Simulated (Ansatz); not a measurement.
Here is an Ansatz 0.2.0 calculation.

The input input.yaml:

```yaml
crystal:
  lattice:
    - [1.6696368166, 0.9639652655, 8.20746325]
    - [-1.6696368166, 0.9639652655, 8.20746325]
    - [0.0, -1.927930531, 8.20746325]
  atoms:
    - { symbol: In, position: [0.22198776, 0.22198776, 0.22198776] }
    - { symbol: In, position: [0.77801224, 0.77801224, 0.77801224] }
    - { symbol: In, position: [0.0, 0.0, 0.0] }
hamiltonian:
  xc: pbesol
  pseudopotentials: { kind: paw }
kpoints:
  mp_grid: { grid: [8, 8, 8] }
scf:
  occupations: { method: fermi_dirac, width: 0.05 }
output:
  forces: true
  stress: true
elastic:
  mode: clamped_ion
  stencil: two_point
```

Potentials or basis: Ansatz PAW.

Run with:

```sh
$ ansatz run input.yaml --threads 2 --pin off --max-ram 5632MiB --backend cpu --events-out ev --progress --plain --runs-dir out
```

Problem. What does it give for the Voigt bulk modulus?

Solution. 37 GPa.

Problem. Estimate the band gap on the k mesh.

Solution. None (metal or under the smearing width).

Problem. Predict the pressure.

Solution. -1.3 GPa.

Elastic tensor in Voigt notation (GPa, ions clamped, in the Cartesian axes of the cell as first typed):
```
 38  34  39  -5   0   0
 34  38  39   5   0   0
 39  39  35   0   0   0
 -5   5   0 -12   0   0
  0   0   0   0 -12  -5
  0   0   0   0  -5   2
```

Caveat: the elastic tensor has a negative eigenvalue, so either the cell is unstable as it stands or the mesh is too thin; the PAW data sets come from PBE, with cores solved anew for the run's functional, which leaves a small shift of forces and pressure.
